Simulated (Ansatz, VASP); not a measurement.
**One calculation of CdS (Greenockite), two programs**

File INCAR:

```
PREC = Accurate
ENCUT = 520
EDIFF = 1E-6
ISMEAR = 0
SIGMA = 0.020999999999999998
LREAL = F
LASPH = T
NELM = 100
ALGO = Normal
ISIF = 2
LWAVE = F
LCHARG = T
GGA = PE
LELF = T
LVHAR = T
NBANDS = 26
```

Contents of KPOINTS:

```
regular mesh
0
Gamma
  7 7 4
```

POSCAR

```
CdS
1.0
    4.1500000000      0.0000000000      0.0000000000
   -2.0750000000      3.5940054257      0.0000000000
    0.0000000000      0.0000000000      6.7370000000
Cd S
2 2
Direct
    0.6666666667      0.3333333333      0.5000000000
    0.3333333333      0.6666666667      0.0000000000
    0.6666666667      0.3333333333      0.8750000000
    0.3333333333      0.6666666667      0.3750000000
```

File input.yaml:

```yaml
crystal:
  lattice:
    - [4.15, 0.0, 0.0]
    - [-2.075, 3.5940054257, 0.0]
    - [0.0, 0.0, 6.737]
  atoms:
    - { symbol: Cd, position: [0.6666666667, 0.3333333333, 0.5] }
    - { symbol: Cd, position: [0.3333333333, 0.6666666667, 0.0] }
    - { symbol: S, position: [0.6666666667, 0.3333333333, 0.875] }
    - { symbol: S, position: [0.3333333333, 0.6666666667, 0.375] }
hamiltonian:
  xc: pbe
  pseudopotentials: { kind: paw }
kpoints:
  mp_grid: { grid: [7, 7, 4] }
scf:
  occupations: { method: gaussian, width: 0.021 }
output:
  forces: true
  stress: true
  eigenvalues: true
```

Alike in both runs: task single point; functional PBE; k mesh 7 × 7 × 4; occupations gaussian, width 0.021 eV; no spin polarisation.

|  | VASP | Ansatz |
| --- | --- | --- |
| version | VASP 6.6.1 | Ansatz 0.2.0 |
| potentials or method | VASP PAW PBE potentials, release 64 (Cd, S) | Ansatz PAW |
| plane-wave cutoff (eV) | 520 | 420 |
| valence electrons in the cell | 36 | 52 |

|  | VASP | Ansatz | Ansatz less VASP |
| --- | --- | --- | --- |
| gap on the k mesh at the Fermi level (eV) | 1.20 | 1.20 | -0.003 |
| least direct gap on the mesh (eV) | 1.20 | 1.20 | -0.003 |
| pressure (GPa) | 2.4 | 2.1 | -0.34 |
| largest component of the traceless stress (GPa) | 0.44 | 0.42 | -0.014 |
| rms of the force components (eV/Å) | 0.040 | 0.039 | -0.0008 |

Atom by atom the forces differ by 0.001 eV/Å (rms over components). The two sets of potentials don't hold the same shells in valence.

Caveats: odd divisions of the mesh miss points on the zone boundary, where band edges often lie, so the gap on the mesh can be too wide (Ansatz). As with any semilocal functional, this PBE gap is likely too small.
